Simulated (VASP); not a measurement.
**C in VASP 6.6.1, single-point calculation**

INCAR

```
ISIF = 2
ENCUT = 520
ALGO = Normal
NELM = 120
NBANDS = 11
LCHARG = .FALSE.
LASPH = .TRUE.
SIGMA = 0.1
LREAL = .FALSE.
ISMEAR = 0
LWAVE = .FALSE.
METAGGA = R2SCAN
PREC = Accurate
EDIFF = 1E-7
IBRION = -1
NSW = 0
```

KPOINTS

```
KPOINTS created by Atomic Simulation Environment
0
Monkhorst-Pack
12 12 12
0 0 0
```

POSCAR

```
C
 1.0000000000000000
     0.0000000000000000    1.7623229010999999    1.7840813067000001
     1.7623229010999999    0.0000000000000000    1.7840813067000001
     1.7623229010999999    1.7623229010999999    0.0000000000000000
 C
   2
Cartesian
  0.0000000000000000  0.0000000000000000  0.0000000000000000
  0.8811614505499999  0.8811614505499999  0.8920406533500000
```

The recommended PBE PAW datasets give the neutral cell 8 valence electrons.

Command

```
mpirun -np 1 vasp_std
```

**Question.** How does this run end, and what does it give?

**Answer.** It converged. Results: gap between bands v and c on the k mesh 4.45 eV; least direct gap on the k mesh 6.00 eV; pressure 9.5 GPa. Band v is the last that the valence electrons fill when counted band by band, and c is the next.

OSZICAR

```
N       E                     dE             d eps       ncg     rms          rms(c)
DAV:   1    -0.213505638155E+01   -0.21351E+01   -0.49767E+03 10577   0.744E+02
DAV:   2    -0.215895824549E+02   -0.19455E+02   -0.18726E+02 13414   0.127E+02
DAV:   3    -0.219631643322E+02   -0.37358E+00   -0.37265E+00 12178   0.135E+01
DAV:   4    -0.219637383529E+02   -0.57402E-03   -0.57401E-03 10993   0.650E-01
DAV:   5    -0.219637389599E+02   -0.60701E-06   -0.60700E-06 11946   0.201E-02    0.528E+00
DAV:   6    -0.197491319753E+02    0.22146E+01   -0.27084E-01 10787   0.376E+00    0.396E+00
DAV:   7    -0.196452618754E+02    0.10387E+00   -0.25995E-01 10385   0.368E+00    0.806E-01
DAV:   8    -0.196463286038E+02   -0.10667E-02   -0.43878E-03 12030   0.579E-01    0.420E-01
DAV:   9    -0.196466850458E+02   -0.35644E-03   -0.15856E-04 10820   0.143E-01    0.144E-02
DAV:  10    -0.196466870315E+02   -0.19857E-05   -0.29024E-06 12156   0.137E-02    0.863E-03
DAV:  11    -0.196466880165E+02   -0.98501E-06   -0.75001E-07 11258   0.790E-03    0.575E-04
DAV:  12    -0.196466879388E+02    0.77690E-07   -0.75705E-09  5718   0.695E-04
   1 F= -.19646688E+02 E0= -.19646688E+02  d E =-.248219E-10
```

Standard output (part)

```
POSCAR found type information on POSCAR C
 POSCAR found :  1 types and       2 ions
 LDA part: xc-table for (None), standard interpolation
 POSCAR, INCAR and KPOINTS ok, starting setup
 WAVECAR not read
 entering main loop
```

The shifted mesh misses Γ, so a band edge there is missed.

For comparison, a separate r²SCAN run of the intended cell, on usual settings and not on those above, gives a gap of 4.23 eV on its mesh and a pressure of 9.5 GPa.
